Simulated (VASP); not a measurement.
The input files of a VASP run:

**KPOINTS**
```
Regular mesh
0
gamma
12 12 9
0 0 0
```

### INCAR
```
! general
SYSTEM   =  CoPt
PREC     =  Accurate
ENCUT    =  400
LREAL    =  F
LASPH    =  T
NBANDS   =  18

! electronic loop
EDIFF    =  1E-6   ! SCF stop (eV)
NELM     =  100   ! most electronic steps
ALGO     =  Normal
LMAXMIX  =  6   ! l cut-off of mixed one-centre charges

! smearing
ISMEAR   =  1
SIGMA    =  0.1

! functional
GGA      =  PE   ! PBE

! spin
ISPIN    =  2   ! spin-polarised
MAGMOM   =  2.0 0.0

! ions
ISIF     =  2   ! forces and stress, cell fixed

! output
LWAVE    =  F
LCHARG   =  F
LORBIT   =  10
```

**POSCAR**
```
CoPt
1
    2.6900000000     0.0000000000     0.0000000000
    0.0000000000     2.6900000000     0.0000000000
    0.0000000000     0.0000000000     3.7000000000
Co Pt
1 1
Direct
  0.0000000000   0.0000000000   0.0000000000
  0.5000000000   0.5000000000   0.5000000000
```

POTCAR, in this order: Co Pt (PBE.64 set). Program: vasp_std.

Problem. Write an equivalent input for Quantum ESPRESSO's pw.x.

Solution. One equivalent input (not run):
```
&CONTROL
  calculation = 'scf'
  pseudo_dir = './pseudo'
  outdir = './out'
  tprnfor = .true.
  tstress = .true.
/
&SYSTEM
  ibrav = 0
  nat = 2
  ntyp = 2
  ecutwfc = 96
  occupations = 'smearing'
  smearing = 'methfessel-paxton'
  degauss = 0.00735
  input_dft = 'pbe'
  nspin = 2
  starting_magnetization(1) = 0.2
/
&ELECTRONS
  conv_thr = 7.3e-08
  electron_maxstep = 100
/
ATOMIC_SPECIES
  Co 58.933 Co.upf
  Pt 195.084 Pt.upf
CELL_PARAMETERS angstrom
     2.6900000    0.0000000    0.0000000
     0.0000000    2.6900000    0.0000000
     0.0000000    0.0000000    3.7000000
ATOMIC_POSITIONS crystal
  Co   0.0000000  0.0000000  0.0000000
  Pt   0.5000000  0.5000000  0.5000000
K_POINTS automatic
  12 12 9 0 0 0
```
The two are equivalent in intent, not identical: the potentials are each code's own (VASP's PAW set, PseudoDojo norm-conserving files in pw.x), so ENCUT and ecutwfc are chosen apart and not converted; conv_thr bounds pw.x's estimated SCF error, while EDIFF bounds the energy change between steps; starting_magnetization is a fraction of the valence charge and MAGMOM a moment in μB, so they match only roughly; the number of bands isn't carried over, since the valence differs with the files.

The compound is CoPt in the L1_0 structure. The cell was not relaxed at this level. The run is one of a series of settings (NBANDS = 18 against the base run), some of them coarse on purpose.
